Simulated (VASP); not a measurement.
# CdO in VASP: work function with PBEsol

Aim: the work function of CdO with PBEsol.

Everything below comes from runs of VASP 6.6.1. Logs are shortened: lines on timing, memory, paths and dates and some standing lists are left out, and cuts for length are marked.

## Step 1: The slab as given

The cell holds a slab with vacuum, 4 atoms: a = 3.323 Å, b = 3.323 Å, c = 18.349 Å, α = 90.00°, β = 90.00°, γ = 90.00°.

## Step 2: Work function, PBEsol

The input, INCAR:

```
PREC     = Accurate       # precision mode
ENCUT    = 520            # plane-wave cutoff, eV
EDIFF    = 1E-6           # SCF threshold, eV
ISMEAR   = 1              # smearing method
SIGMA    = 0.1            # smearing width, eV
LREAL    = False          # projectors in reciprocal space
LASPH    = True           # aspherical terms in the spheres
NELM     = 80             # most SCF steps
ALGO     = Fast           # electronic algorithm
ISIF     = 2              # what is computed and relaxed
LWAVE    = False          # write WAVECAR
LCHARG   = True           # write CHGCAR
LDIPOL   = True         
IDIPOL   = 3            
DIPOL    = 0.5 0.5 0.500
GGA      = PS             # functional
LVHAR    = True         
LVACPOTAV= True         
KPAR     = 8
```

The input, KPOINTS:

```
regular mesh
0
Gamma
  10 10 1
```

The input, POSCAR:

```
CdO                                     
1.0
    3.3226947650      0.0000000000      0.0000000000
    0.0000000000      3.3226947650      0.0000000000
    0.0000000000      0.0000000000     18.3495000000
  Cd              O             
     2     2
Direct
     0.5000000000000000    0.5000000000000000    0.4371031673748235
     0.0000000000000000    1.0000000000000000    0.5628968326251765
     0.0000000000000000    0.0000000000000000    0.4352425137195923
     0.5000000000000000    0.5000000000000000    0.5647574862804077
```

Potentials or basis: VASP PAW PBE potentials, release 64 (Cd, O).

The run is started by

```console
$ cat potpaw_PBE.64/Cd/POTCAR potpaw_PBE.64/O/POTCAR > POTCAR
$ mpirun -np 8 vasp_std > vasp.out
```

OUTCAR:

```text
PREC = Accurate
   ENCUT = 520
   EDIFF = 1E-6
   ISMEAR = 1
   LREAL = False
   LASPH = True
   NELM = 80
   ISIF = 2
   GGA = PS

 ion  position               nearest neighbor table
   1  0.500  0.500  0.437-   4 2.34   3 2.35   3 2.35   3 2.35   3 2.35   2 3.29   2 3.29   2 3.29
                             2 3.29
   2  0.000  0.000  0.563-   3 2.34   4 2.35   4 2.35   4 2.35   4 2.35   1 3.29   1 3.29   1 3.29
                             1 3.29
   3  0.000  0.000  0.435-   2 2.34   1 2.35   1 2.35   1 2.35   1 2.35
   4  0.500  0.500  0.565-   1 2.34   2 2.35   2 2.35   2 2.35   2 2.35

  LATTYP: Found a simple tetragonal cell.
 ALAT       =     3.3226947650
 C/A-ratio  =     5.5224753695

  Lattice vectors:

 A1 = (   3.3226947650,   0.0000000000,   0.0000000000)
 A2 = (   0.0000000000,   3.3226947650,   0.0000000000)
 A3 = (   0.0000000000,   0.0000000000,  18.3495000000)

Analysis of symmetry for initial positions (statically):
=====================================================================
 Subroutine PRICEL returns:
 Original cell was already a primitive cell.

 Routine SETGRP: Setting up the symmetry group for a
 simple tetragonal supercell.

 Subroutine GETGRP returns: Found 16 space group operations
 (whereof  8 operations were pure point group operations)
 out of a pool of 16 trial point group operations.

The static configuration has the point symmetry C_4v.
 The point group associated with its full space group is D_4h.

Analysis of symmetry for dynamics (positions and initial velocities):
=====================================================================
 Subroutine PRICEL returns:
 Original cell was already a primitive cell.

 Routine SETGRP: Setting up the symmetry group for a
 simple tetragonal supercell.

 Subroutine GETGRP returns: Found 16 space group operations
 (whereof  8 operations were pure point group operations)
 out of a pool of 16 trial point group operations.

The dynamic configuration has the point symmetry C_4v.
 The point group associated with its full space group is D_4h.

 Subroutine INISYM returns: Found 16 space group operations
 (whereof  8 operations are pure point group operations),
 and found     1 'primitive' translations

----------------------------------------------------------------------------------------

                                     Primitive cell

  volume of cell :     202.5840

  direct lattice vectors                    reciprocal lattice vectors
     3.322694765  0.000000000  0.000000000     0.300960537  0.000000000  0.000000000
     0.000000000  3.322694765  0.000000000     0.000000000  0.300960537  0.000000000
     0.000000000  0.000000000 18.349500000     0.000000000  0.000000000  0.054497398

  length of vectors
     3.322694765  3.322694765 18.349500000     0.300960537  0.300960537  0.054497398

  position of ions in fractional coordinates (direct lattice)
     0.500000000  0.500000000  0.437103167
     0.000000000  0.000000000  0.562896833
     0.000000000  0.000000000  0.435242514
     0.500000000  0.500000000  0.564757486

  ion indices of the primitive-cell ions
   primitive index   ion index
                 1           1
                 2           2
                 3           3
                 4           4

----------------------------------------------------------------------------------------

 KPOINTS: regular mesh

Automatic generation of k-mesh.
 Grid dimensions read from file:
 generate k-points for:   10   10    1

 Generating k-lattice:

  Cartesian coordinates                     Fractional coordinates (reciprocal lattice)
     0.030096054  0.000000000  0.000000000     0.100000000  0.000000000  0.000000000
     0.000000000  0.030096054  0.000000000     0.000000000  0.100000000  0.000000000
     0.000000000  0.000000000  0.054497398     0.000000000  0.000000000  1.000000000

  Length of vectors
     0.030096054  0.030096054  0.054497398

  Shift w.r.t. Gamma in fractional coordinates (k-lattice)
     0.000000000  0.000000000  0.000000000

 Subroutine IBZKPT returns following result:
 ===========================================

 Found     21 irreducible k-points:

 Following reciprocal coordinates:
            Coordinates               Weight
  0.000000  0.000000  0.000000      1.000000
  0.100000  0.000000  0.000000      4.000000
  0.200000  0.000000  0.000000      4.000000
  0.300000  0.000000  0.000000      4.000000
  0.400000  0.000000  0.000000      4.000000
  0.500000  0.000000  0.000000      2.000000
[... 13 lines left out ...]
  0.500000  0.400000  0.000000      4.000000
  0.500000  0.500000  0.000000      1.000000
   k-points           NKPTS =     21   k-points in BZ     NKDIM =     21   number of bands    NBANDS=     22
   number of dos      NEDOS =    301   number of ions     NIONS =      4
   total plane-waves  NPLWV = 109760
   dimension x,y,z NGX =    28 NGY =   28 NGZ =  140
   dimension x,y,z NGXF=    56 NGYF=   56 NGZF=  280
   ions per type =               2   2
   NGX,Y,Z   is equivalent  to a cutoff of  14.01, 14.01, 12.68 a.u.
   NGXF,Y,Z  is equivalent  to a cutoff of  28.02, 28.02, 25.37 a.u.
 SYSTEM =  unknown system
   PREC   = accura    normal or accurate (medium, high low for compatibility)
   ISTART =      0    job   : 0-new  1-cont  2-samecut
   ICHARG =      2    charge: 1-file 2-atom 10-const
   ISPIN  =      1    spin polarized calculation?
   LNONCOLLINEAR =      F non collinear calculations
   LSORBIT =      F    spin-orbit coupling
   LASPH  =      T    aspherical Exc in radial PAW
   ENCUT  =  520.0 eV  38.22 Ry    6.18 a.u.   6.18  6.18 34.12*2*pi/ulx,y,z
   NELM   =     80;   NELMIN=  2; NELMDL= -5     # of ELM steps
   EDIFF  = 0.1E-05   stopping-criterion for ELM
   LREAL  =      F    real-space projection
   EDIFFG = 0.1E-04   stopping-criterion for IOM
   NSW    =      0    number of steps for IOM
   IBRION =     -1    ionic relax: 0-MD 1-quasi-New 2-CG
   NFREE  =      0    steps in history (QN), initial steepest desc. (CG)
   ISIF   =      2    stress and relaxation
   ISYM   =      2    0-nonsym 1-usesym 2-fastsym
   POTIM  = 0.5000    time-step for ionic-motion
   TEBEG  =    0.0;   TEEND  =   0.0 temperature during run
   PSTRESS=    0.0 pullay stress
   NELECT =      36.0000    total number of electrons
   NUPDOWN=      -1.0000    fix difference up-down
   EMIN   =  10.00;   EMAX   =-10.00  energy-range for DOS
   EFERMI =   0.00;   METHOD = LEGACY
   ISMEAR =     1;   SIGMA  =   0.10  broadening in eV -4-tet -1-fermi 0-gaus
   EFERMI_NEDOS =   21; number of points for ismear=-14 and -15
   IALGO  =     68    algorithm
   IMIX   =      4    mixing-type and parameters
     AMIX     =   0.40;   BMIX     =  1.00
     AMIX_MAG =   1.60;   BMIX_MAG =  1.00
  volume/ion in A,a.u.               =      50.65       341.78
  Fermi-wavevector in a.u.,A,eV,Ry     =   0.920394  1.739293 11.525846  0.847126
  Thomas-Fermi vector in A             =   2.045695
   LORBIT       =      0    0 simple, 1 ext, 2 COOP (PROOUT), +10 PAW based schemes
   GGA     = PS    functional components
   LHFCALC =     F    Hartree Fock is set to
   AEXX    =    0.0000 exact exchange contribution
   IVDW    =     0    specifies the selected vdW correction
   LEPSILON=     F    determine dielectric tensor
   LRPA    =     F    only Hartree local field effects (RPA)
 non-spin polarized calculation
 RMM-DIIS sequential band-by-band and
 Methfessel and Paxton  Order N= 1 SIGMA  =   0.10
  energy-cutoff  :      520.00
  volume of cell :      202.58
 maximum number of plane-waves:      5496
 NGX is ok and might be reduce to    28
   NGX = 13   NGY = 13   NGZ = 69

 number of electron      36.0000003 magnetization

 dipolmoment           0.000000      0.000000     -0.000000 electrons x Angstroem

 Free energy of the ion-electron system (eV)
  ---------------------------------------------------
  ext. energy  EPLUGINS =         0.00000000
  ---------------------------------------------------
  free energy    TOTEN  =       -16.08085920 eV

  energy without entropy =      -16.08043176  energy(sigma->0) =      -16.08071672

 E-fermi :  -3.2176     XC(G=0):  -3.7933

 val. band max:       -3.2479688597   @ k =   0.5000   0.0000   0.0000
 cond. band min:      -2.6929622317   @ k =   0.1000   0.0000   0.0000
 fundamental gap:      0.5550066280
 Fermi energy:        -3.2176244948

 k-point     1 :       0.0000    0.0000    0.0000
  band No.  band energies     occupation
      1     -20.0969      2.00000
      2     -19.7471      2.00000
      3     -10.4628      2.00000
      4     -10.2094      2.00000
      5     -10.0961      2.00000
      6     -10.0277      2.00000
[... 14 lines left out ...]
     21       1.4582      0.00000
     22       1.7606      0.00000

 k-point     2 :       0.1000    0.0000    0.0000
  band No.  band energies     occupation
      1     -20.0541      2.00000
      2     -19.7191      2.00000
      3     -10.4517      2.00000
      4     -10.2034      2.00000
      5     -10.1148      2.00000
      6     -10.0687      2.00000
[... 14 lines left out ...]
     21       1.5780      0.00000
     22       1.9166      0.00000

 k-point     3 :       0.2000    0.0000    0.0000
  band No.  band energies     occupation
      1     -19.9372      2.00000
      2     -19.6463      2.00000
      3     -10.4675      2.00000
      4     -10.2765      2.00000
      5     -10.1595      2.00000
      6     -10.1436      2.00000
[... 14 lines left out ...]
     21       1.9128      0.00000
     22       2.3742      0.00000

 k-point     4 :       0.3000    0.0000    0.0000
  band No.  band energies     occupation
      1     -19.7782      2.00000
      2     -19.5611      2.00000
      3     -10.5813      2.00000
      4     -10.4580      2.00000
      5     -10.3287      2.00000
      6     -10.3168      2.00000
[... 14 lines left out ...]
     21       2.3066      0.00000
     22       3.1534      0.00000

 k-point     5 :       0.4000    0.0000    0.0000
  band No.  band energies     occupation
      1     -19.6250      2.00000
      2     -19.5080      2.00000
      3     -10.7276      2.00000
      4     -10.6681      2.00000
      5     -10.4934      2.00000
      6     -10.4845      2.00000
[... 14 lines left out ...]
     21       2.2080      0.00000
     22       3.0935      0.00000

 k-point     6 :       0.5000    0.0000    0.0000
  band No.  band energies     occupation
      1     -19.5260      2.00000
      2     -19.5260      2.00000
      3     -10.7761      2.00000
      4     -10.7761      2.00000
      5     -10.5497      2.00000
      6     -10.5497      2.00000
[... 14 lines left out ...]
     21       1.8143      0.00000
     22       1.8143      0.00000

 k-point     7 :       0.1000    0.1000    0.0000
  band No.  band energies     occupation
      1     -20.0148      2.00000
      2     -19.6943      2.00000
      3     -10.4317      2.00000
      4     -10.1763      2.00000
      5     -10.1512      2.00000
      6     -10.0968      2.00000
[... 249 lines left out ...]
      6     -10.1535      2.00000
[... 14 lines left out ...]
     21       3.6076      0.00000
     22       3.7328      0.00000

 k-point    18 :       0.5000    0.3000    0.0000
  band No.  band energies     occupation
      1     -19.5653      2.00000
      2     -19.5653      2.00000
      3     -10.4309      2.00000
      4     -10.4309      2.00000
      5     -10.0948      2.00000
      6     -10.0948      2.00000
[... 14 lines left out ...]
     21       3.7245      0.00000
     22       3.7245      0.00000

 k-point    19 :       0.4000    0.4000    0.0000
  band No.  band energies     occupation
      1     -19.5956      2.00000
      2     -19.5619      2.00000
      3     -10.4329      2.00000
      4     -10.3940      2.00000
      5     -10.0000      2.00000
      6      -9.9716      2.00000
[... 14 lines left out ...]
     21       4.5133      0.00000
     22       5.2102      0.00000

 k-point    20 :       0.5000    0.4000    0.0000
  band No.  band energies     occupation
      1     -19.5802      2.00000
      2     -19.5802      2.00000
      3     -10.4169      2.00000
      4     -10.4169      2.00000
      5      -9.9286      2.00000
      6      -9.9286      2.00000
[... 14 lines left out ...]
     21       4.7857      0.00000
     22       4.7909      0.00000

 k-point    21 :       0.5000    0.5000    0.0000
  band No.  band energies     occupation
      1     -19.5859      2.00000
      2     -19.5859      2.00000
      3     -10.4175      2.00000
      4     -10.4175      2.00000
      5      -9.8876      2.00000
      6      -9.8876      2.00000
[... 14 lines left out ...]
     21       5.2471      0.00000
     22       5.2472      0.00000

------------------------ aborting loop because EDIFF is reached ----------------------------------------

  FORCE on cell =-STRESS in cart. coord.  units (eV):
  Direction    XX          YY          ZZ          XY          YZ          ZX
  --------------------------------------------------------------------------------------
  -------------------------------------------------------------------------------------
  Total       -3.9662620     -3.9662620     -0.0232397      0.0000000      0.0000000      0.0000000
  in kB      -31.3680015    -31.3680015     -0.1837963      0.0000000      0.0000000      0.0000000
  external PRESSURE =     -20.9732664 kB  Pullay stress =       0.0000000 kB

 VOLUME and BASIS-vectors are now :
 -----------------------------------------------------------------------------
  energy-cutoff  :      520.00
  volume of cell :      202.58
      direct lattice vectors                 reciprocal lattice vectors
     3.322694765  0.000000000  0.000000000     0.300960537  0.000000000  0.000000000
     0.000000000  3.322694765  0.000000000     0.000000000  0.300960537  0.000000000
     0.000000000  0.000000000 18.349500000     0.000000000  0.000000000  0.054497398

 POSITION                                       TOTAL-FORCE (eV/Angst)
 -----------------------------------------------------------------------------------
      1.66135      1.66135      8.02062        -0.000000     -0.000000     -0.004533
      0.00000      0.00000     10.32888        -0.000000      0.000000      0.004533
      0.00000      0.00000      7.98648        -0.000000      0.000000     -0.007936
      1.66135      1.66135     10.36302         0.000000     -0.000000      0.007936
 -----------------------------------------------------------------------------------
    total drift:                                0.000000      0.000000      0.000000

  FREE ENERGIE OF THE ION-ELECTRON SYSTEM (eV)
  ---------------------------------------------------
  free  energy   TOTEN  =       -16.0808591997 eV

  energy  without entropy=      -16.0804317607  energy(sigma->0) =      -16.08071672

 vacuum level on the upper side and lower side of the slab         1.781         1.781
```

Wall time 50 s (8 MPI ranks of AMD EPYC 7R13 (Zen 3), shared host); peak memory 0.35 GiB.

What came out:

```
Free energy                     : -16.0809 eV
Largest force                   : 0.008 eV/Å
Band gap on the k mesh          : none (metal or under the smearing width)
Work function of the upper face : 5.00 eV
Work function of the lower face : 5.00 eV
```

Forces in eV/Å, atoms in the order of the input:
```
Cd   0.000  0.000 -0.005
Cd   0.000  0.000  0.005
O    0.000  0.000 -0.008
O    0.000  0.000  0.008
```

Caveat: the PAW data sets were made with another functional, which shifts forces and pressure a little.
